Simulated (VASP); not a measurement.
Set up this calculation in VASP 6.6.1, as the native input.

```
Task                               : single point
Functional                         : HSE06
Potentials or basis                : VASP PAW PBE potentials, release 64 (Mg, O)
Cutoff                             : 520 eV
k mesh                             : 6 × 6 × 6
Occupations                        : gaussian, width 0.01 eV
Spin                               : no spin polarisation
Dipole correction                  : no
Exchange at q = 0                  : truncated
Grid for exact exchange (PRECFOCK) : Normal
Screening parameter                : 0.2079 1/A
Further INCAR settings             : ALGO = Normal; EDIFF = 1e-07; NBANDS = 11
```

Crystal: MgO.

```
CELL_PARAMETERS angstrom
0.00000 2.28201 2.33997
2.28201 0.00000 2.33997
2.28201 2.28201 0.00000
ATOMIC_POSITIONS crystal
Mg 0.00000 0.00000 0.00000
O 0.25000 0.25000 0.25000
```

The cell was built by a generator and needn't be a form met in nature.

The cell isn't the ideal one: uniaxial_z strain +2.5%.

One way to write it, as run:

POSCAR

```
MgO
1.0
    0.0000000000      2.2820056624      2.3399686062
    2.2820056624      0.0000000000      2.3399686062
    2.2820056624      2.2820056624      0.0000000000
Mg O
1 1
Direct
    0.0000000000      0.0000000000      0.0000000000
    0.2500000000      0.2500000000      0.2500000000
```

INCAR.step1

```
  PREC = Accurate
  ENCUT = 520
  EDIFF = 1E-5
  ISMEAR = 0
  SIGMA = 0.01
  LREAL = F
  LASPH = T
  NELM = 100
  ALGO = Normal
  ISIF = 2
  LWAVE = T
  LCHARG = F
  GGA = PE
  NBANDS = 11
```

INCAR.step2

```
  PREC = Accurate
  ENCUT = 520
  EDIFF = 1E-7
  ISMEAR = 0
  SIGMA = 0.01
  LREAL = F
  LASPH = T
  NELM = 100
  ALGO = Normal
  ISIF = 2
  LWAVE = F
  LCHARG = F
  GGA = PE
  LHFCALC = T
  HFSCREEN = 0.2079
  PRECFOCK = Normal
  ISTART = 1
  NBANDS = 11
```

KPOINTS

```
regular mesh
0
Gamma
  6 6 6
```

Potentials or basis: VASP PAW PBE potentials, release 64 (Mg, O).

Launch:

```console
$ cat potpaw_PBE.64/Mg/POTCAR potpaw_PBE.64/O/POTCAR > POTCAR
$ cp INCAR.step1 INCAR
$ mpirun -np 1 vasp_std > vasp.out
$ cp INCAR.step2 INCAR
$ mpirun -np 1 vasp_std > vasp.out
```

It gave:

```json
{
  "Pressure": "-3.2 GPa",
  "Band gap on the k mesh": "5.06 eV, direct"
}
```

Caveat: the PAW data sets were made with another functional, which shifts forces and pressure a little.

It took 12 min on 1 thread of Intel(R) Xeon(R) Platinum 8488C (Sapphire Rapids), with other jobs on the host, peak memory 0.25 GiB.
